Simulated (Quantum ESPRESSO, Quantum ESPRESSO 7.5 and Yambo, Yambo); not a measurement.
**Quasiparticle gap of InP (F-43m) in Yambo**

Aim: the G0W0 gap of InP (F-43m) on PBE with spin-orbit coupling, step by step.

Main program and level: Quantum ESPRESSO 7.5 and Yambo 5.3.0; PBE and many-body steps on it, plane waves.

Report form: the programs' logs are mostly left out.

The database entry behind the starting cell differs from later determinations by our own check (0.1 to 0.3 % short, probably kX units), so it need not match the best structure at ambient conditions.

## Step 1: Set-up

It takes space group F-43m (No. 216, cubic). Conventional cell: a = 5.861 Å, b = 5.861 Å, c = 5.861 Å, α = 90.00°, β = 90.00°, γ = 90.00°. Nearest to In lie 4 P at 2.54 Å. Nearest to P lie 4 In at 2.54 Å. Farther neighbours are not listed.

As a file:

```cif
data_structure
_symmetry_space_group_name_H-M 'F-43m'
_symmetry_Int_Tables_number 216
_cell_length_a 5.8610
_cell_length_b 5.8610
_cell_length_c 5.8610
_cell_angle_alpha 90.000
_cell_angle_beta 90.000
_cell_angle_gamma 90.000
_cell_volume 201.33
loop_
_atom_site_label
_atom_site_type_symbol
_atom_site_symmetry_multiplicity
_atom_site_Wyckoff_symbol
_atom_site_fract_x
_atom_site_fract_y
_atom_site_fract_z
_atom_site_occupancy
In1 In 4 a 0.00000 0.00000 0.00000 1
P1 P 4 d 0.25000 0.25000 0.75000 1
```

The cell and positions come from the Crystallography Open Database and are kept as given unless a step says otherwise.

## Step 2: Ground state

This step: Quantum ESPRESSO 7.5; DFT, PBE with spin-orbit coupling, plane waves, norm-conserving pseudopotentials.

The ground-state density comes first.

The input, pw.in:

```
&control
  calculation = 'scf'
  prefix = 'x'
  outdir = 'o'
  pseudo_dir = 'pseudo'
/
&system
  ibrav = 0
  nat = 2
  ntyp = 2
  ecutwfc = 62.0
  nbnd = 28
  force_symmorphic = .true.
  noncolin = .true.
  lspinorb = .true.
/
&electrons
  conv_thr = 1e-10
  electron_maxstep = 80
  mixing_beta = 0.5
/
ATOMIC_SPECIES
  In 114.82 In.upf
  P 30.974 P.upf
CELL_PARAMETERS angstrom
  -0.0000000000 2.9305000000 2.9305000000
  2.9305000000 -0.0000000000 2.9305000000
  2.9305000000 2.9305000000 -0.0000000000
ATOMIC_POSITIONS crystal
  In 0.0000000000 0.0000000000 0.0000000000
  P 0.2500000000 0.2500000000 0.2500000000
K_POINTS automatic
  6 6 6 0 0 0
```

On the command line:

```console
$ OMP_NUM_THREADS=1 mpirun -n 4 pw.x -nk 4 -in pw.in > pw.out
```

It took 14 s on 4 MPI ranks of Arm Neoverse V1, shared host; peak memory 0.38 GiB; 56 s of CPU time.

This step gave:

| Item | Value |
| --- | --- |
| total energy | -1996.2674 eV |
| gap | 0.6821 eV |
| k of the valence top | 0, 0, 0 |
| k of the conduction bottom | 0, 0, 0 |
| least direct gap | 0.6821 eV |

The gap is direct, at Γ.

## Step 3: Bands along the symmetry lines

The cheap functional maps the bands first; the places of the edges decide which points the dearer methods must see.

The input, pw.in:

```
&control
  calculation = 'bands'
  prefix = 'x'
  outdir = 'o'
  pseudo_dir = 'pseudo'
/
&system
  ibrav = 0
  nat = 2
  ntyp = 2
  ecutwfc = 62.0
  nbnd = 30
  force_symmorphic = .true.
  noncolin = .true.
  lspinorb = .true.
/
&electrons
  conv_thr = 1e-9
  electron_maxstep = 80
  diago_full_acc = .true.
  diago_thr_init = 5e-6
/
ATOMIC_SPECIES
  In 114.82 In.upf
  P 30.974 P.upf
CELL_PARAMETERS angstrom
  -0.0000000000 2.9305000000 2.9305000000
  2.9305000000 -0.0000000000 2.9305000000
  2.9305000000 2.9305000000 -0.0000000000
ATOMIC_POSITIONS crystal
  In 0.0000000000 0.0000000000 0.0000000000
  P 0.2500000000 0.2500000000 0.2500000000
K_POINTS crystal
  50
  0.00000000 0.00000000 0.00000000 1
  -0.06250000 -0.06250000 0.00000000 1
  -0.12500000 -0.12500000 0.00000000 1
  -0.18750000 -0.18750000 0.00000000 1
  -0.25000000 -0.25000000 0.00000000 1
  -0.31250000 -0.31250000 0.00000000 1
  -0.37500000 -0.37500000 0.00000000 1
  -0.43750000 -0.43750000 0.00000000 1
  -0.50000000 -0.50000000 0.00000000 1
  -0.48437500 -0.48437500 0.03125000 1
  -0.46875000 -0.46875000 0.06250000 1
  -0.45312500 -0.45312500 0.09375000 1
  -0.43750000 -0.43750000 0.12500000 1
  -0.42187500 -0.42187500 0.15625000 1
  -0.40625000 -0.40625000 0.18750000 1
  -0.39062500 -0.39062500 0.21875000 1
  -0.37500000 -0.37500000 0.25000000 1
  -0.37500000 0.00000000 0.37500000 1
  -0.32812500 0.00000000 0.32812500 1
  -0.28125000 0.00000000 0.28125000 1
  -0.23437500 0.00000000 0.23437500 1
  -0.18750000 0.00000000 0.18750000 1
  -0.14062500 0.00000000 0.14062500 1
  -0.09375000 0.00000000 0.09375000 1
  -0.04687500 0.00000000 0.04687500 1
  0.00000000 0.00000000 0.00000000 1
  0.00000000 0.00000000 0.06250000 1
  0.00000000 0.00000000 0.12500000 1
  0.00000000 0.00000000 0.18750000 1
  0.00000000 0.00000000 0.25000000 1
  0.00000000 0.00000000 0.31250000 1
  0.00000000 0.00000000 0.37500000 1
  0.00000000 0.00000000 0.43750000 1
  -0.00000000 -0.00000000 0.50000000 1
  -0.06250000 -0.03125000 0.46875000 1
  -0.12500000 -0.06250000 0.43750000 1
  -0.18750000 -0.09375000 0.40625000 1
  -0.25000000 -0.12500000 0.37500000 1
  -0.31250000 -0.15625000 0.34375000 1
  -0.37500000 -0.18750000 0.31250000 1
  -0.43750000 -0.21875000 0.28125000 1
  -0.50000000 -0.25000000 0.25000000 1
  -0.50000000 -0.28125000 0.21875000 1
  -0.50000000 -0.31250000 0.18750000 1
  -0.50000000 -0.34375000 0.15625000 1
  -0.50000000 -0.37500000 0.12500000 1
  -0.50000000 -0.40625000 0.09375000 1
  -0.50000000 -0.43750000 0.06250000 1
  -0.50000000 -0.46875000 0.03125000 1
  -0.50000000 -0.50000000 0.00000000 1
```

Wall time 16 s (4 MPI ranks); peak memory 0.28 GiB.

Numbers from this step:

| Property | Result |
| --- | --- |
| gap | 0.6821 eV |
| k of the valence top | 0, 0, 0 |
| k of the conduction bottom | 0, 0, 0 |
| least direct gap | 0.6821 eV |

The gap is 0.682 eV, as in the run before at this level.

Electronic bands along the path, in eV, zero at the top of the highest filled band:

| point | band 15 | band 16 | band 17 | band 18 | band 19 | band 20 | band 21 | band 22 |
| --- | --- | --- | --- | --- | --- | --- | --- | --- |
| Γ | 0.00 | 0.00 | 0.00 | 0.00 | 0.68 | 0.68 | 3.75 | 3.75 |
| halfway | -1.49 | -1.49 | -1.40 | -1.40 | 2.45 | 2.45 | 3.11 | 3.11 |
| X | -2.40 | -2.40 | -2.31 | -2.31 | 1.73 | 1.73 | 2.24 | 2.24 |
| halfway | -2.83 | -2.75 | -2.26 | -2.25 | 2.00 | 2.01 | 2.83 | 2.86 |
| U | -3.39 | -3.30 | -1.98 | -1.97 | 2.32 | 2.33 | 4.35 | 4.37 |
| jump to K | -3.39 | -3.30 | -1.98 | -1.97 | 2.32 | 2.33 | 4.35 | 4.37 |
| halfway | -2.09 | -2.00 | -0.61 | -0.59 | 2.80 | 2.80 | 4.55 | 4.73 |
| Γ | 0.00 | 0.00 | 0.00 | 0.00 | 0.68 | 0.68 | 3.75 | 3.75 |
| halfway | -0.64 | -0.64 | -0.55 | -0.54 | 1.76 | 1.76 | 4.61 | 4.61 |
| L | -1.06 | -1.06 | -0.95 | -0.95 | 1.47 | 1.47 | 4.68 | 4.68 |
| halfway | -2.77 | -2.68 | -1.70 | -1.62 | 3.12 | 3.15 | 4.11 | 4.19 |
| W | -3.07 | -2.99 | -2.93 | -2.88 | 4.26 | 4.27 | 4.34 | 4.37 |
| halfway | -2.78 | -2.69 | -2.64 | -2.62 | 2.62 | 2.69 | 3.07 | 3.08 |
| X | -2.40 | -2.40 | -2.31 | -2.31 | 1.73 | 1.73 | 2.24 | 2.24 |

## Step 4: Empty states on the mesh, 4×4×4 mesh, 280 bands

The sums over transitions need many empty states on a uniform mesh; this step solves for them.

The input, pw.in:

```
&control
  calculation = 'nscf'
  prefix = 'x'
  outdir = 'o'
  pseudo_dir = 'pseudo'
/
&system
  ibrav = 0
  nat = 2
  ntyp = 2
  ecutwfc = 62.0
  nbnd = 280
  force_symmorphic = .true.
  noncolin = .true.
  lspinorb = .true.
/
&electrons
  conv_thr = 1e-9
  electron_maxstep = 80
  diago_full_acc = .true.
  diago_thr_init = 5e-6
/
ATOMIC_SPECIES
  In 114.82 In.upf
  P 30.974 P.upf
CELL_PARAMETERS angstrom
  -0.0000000000 2.9305000000 2.9305000000
  2.9305000000 -0.0000000000 2.9305000000
  2.9305000000 2.9305000000 -0.0000000000
ATOMIC_POSITIONS crystal
  In 0.0000000000 0.0000000000 0.0000000000
  P 0.2500000000 0.2500000000 0.2500000000
K_POINTS automatic
  4 4 4 0 0 0
```

Run time: 48 s. Hardware: 4 MPI ranks; peak memory 0.75 GiB.

This step gave:

```yaml
gap: 0.6821 eV
k_of_the_valence_top: 0, 0, 0
k_of_the_conduction_bottom: 0, 0, 0
least_direct_gap: 0.6821 eV
k_points_computed: 8
lowest_point_of_the_top_converged_band_above_the_valence_top: 98.7211 eV
```

On this mesh the gap is 0.682 eV.

## Step 5: Conversion and set-up

This step: Yambo 5.3.0; conversion and set-up on PBE with spin-orbit coupling, plane waves, norm-conserving pseudopotentials.

The states are converted to the many-body program's format and the q mesh is built.

On the command line:

```console
$ (cd o/x.save; p2y > p2y.log; mv SAVE ../..); yambo > setup.log
```

The job ended after 3 s (1 MPI rank; peak memory 0.24 GiB).

## Step 6: Screening and self-energy, 4×4×4 mesh, 280 bands, screening to 142.9 eV

Now the one-shot GW correction: screening in the RPA, then the self-energy of the levels asked for.

This step: G0W0 on PBE with spin-orbit coupling, plane waves, norm-conserving pseudopotentials.

The input, gw4.in:

```
HF_and_locXC
gw0
dyson
ppa
em1d
rim_cut
RandQpts= 1000000
RandGvec= 1 RL
EXXRLvcs= 62 Ry
VXCRLvcs= 248 Ry
Chimod= "HARTREE"
% BndsRnXp
 1 | 280 |
%
NGsBlkXp= 10.5 Ry
% LongDrXp
 1 | 1 | 1 |
%
% GbndRnge
 1 | 280 |
%
DysSolver= "n"
ExtendOut
PPAPntXp= 27.21138 eV
% QPkrange
 1 | 1 | 15 | 22 |
%
```

On the command line:

```console
$ OMP_NUM_THREADS=1 mpirun -n 4 yambo -F gw4.in -J gw4 -C gw4 > gw4.log
```

Wall time 3.8 min (4 MPI ranks); peak memory 2.4 GiB; 15 min of CPU time.

This step gave:

| Item | Value |
| --- | --- |
| G0W0 gap on the points computed | 1.022 eV |
| starting gap on the mesh | 0.6821 eV |
| k of the valence top | 0, 0, 0 |
| k of the conduction bottom | 0, 0, 0 |
| least direct G0W0 gap on the computed points | 1.022 eV |
| Z at the valence top | 0.7822 |
| Z at the conduction bottom | 0.7939 |

The gap on the mesh goes from 0.68 eV to 1.02 eV, a correction of +0.34 eV.

Limits: finite bands, cutoff and mesh; exchange with frozen shells missing; coarse k mesh. v1 is the top filled band, c1 the lowest empty one. The levels before and after the correction (eV, zero at the valence-band top of each column):

|  | conduction bottom | valence top |
| --- | --- | --- |
| Kohn-Sham | 0.68 | 0.00 |
| G0W0 | 1.02 | 0.00 |

|  | level | energy (eV) |
| --- | --- | --- |
| Kohn-Sham | Γ v4-v1 | 0.000 |
| Kohn-Sham | Γ c1-c2 | 0.682 |
| Kohn-Sham | Γ c3-c4 | 3.747 |
| G0W0 | Γ v4-v1 | 0.000 |
| G0W0 | Γ c1-c2 | 1.022 |
| G0W0 | Γ c3-c4 | 4.040 |

## Step 7: Where the time went

Times are wall times on the hardware named with each run, good to a factor of about two.

| step | time | share | memory (GiB) |
| --- | --- | --- | --- |
| ground state | 14 s | 5 % | 0.38 |
| bands along the symmetry lines | 16 s | 5 % | 0.28 |
| empty states on the mesh | 48 s | 15 % | 0.75 |
| conversion and set-up | 3 s | 1 % | 0.24 |
| screening and self-energy | 3.8 min | 74 % | 2.4 |

## Step 8: What came out

| Item | Value |
| --- | --- |
| PBE gap | 0.68 eV, direct |
| G0W0 gap on the mesh | 1.02 eV |
| GW settings | 4×4×4 mesh, 280 bands, screening to 142.9 eV, Godby-Needs plasmon pole |
| known limits | not at the basis limit; exchange with frozen shells missing; coarse k mesh |

In words: G0W0 moves the gap on the mesh from 0.68 eV to 1.02 eV (+0.34 eV), with Z of 0.78 and 0.79 at the edges. Only 1 of the mesh's irreducible points was corrected, so a valley elsewhere could overtake. The dearest step here is «screening and self-energy». Bands and cutoff are finite, so the gap is not at the basis limit. The miss can reach some tenths of an eV and take either sign; the mesh is an error of its own. In the G0W0 run levels were corrected at 1 k point alone, so a gap called «on the mesh» is the least over those, and an edge elsewhere would be missed. The 4×4×4 mesh is coarse for this cell, which bears on the long-range parts of exchange and screening. The norm-conserving file of at least one element keeps a d shell over frozen s and p shells of the same row. Exchange with those shells is missing from the self-energy, an error of 0.3 to 0.9 eV in cases checked, whose sign depends on which edge lies on those atoms.

[Paths, hosts, dates, memory and timing lines, banners, echoed tables and standing remarks are left out of the program output.]

[Logs are printed without paths, hosts, clocks, repeated set-up lines and the standing remarks that a program may print on its own settings, such as how far it seeks lower states.]

[Runs of the session that timed out or met a known fault of the program may be left out.]

[Hosts, paths, dates, database ids (printed as entryN), source tags and the programs' standing remarks are cut or masked in the printed files.]
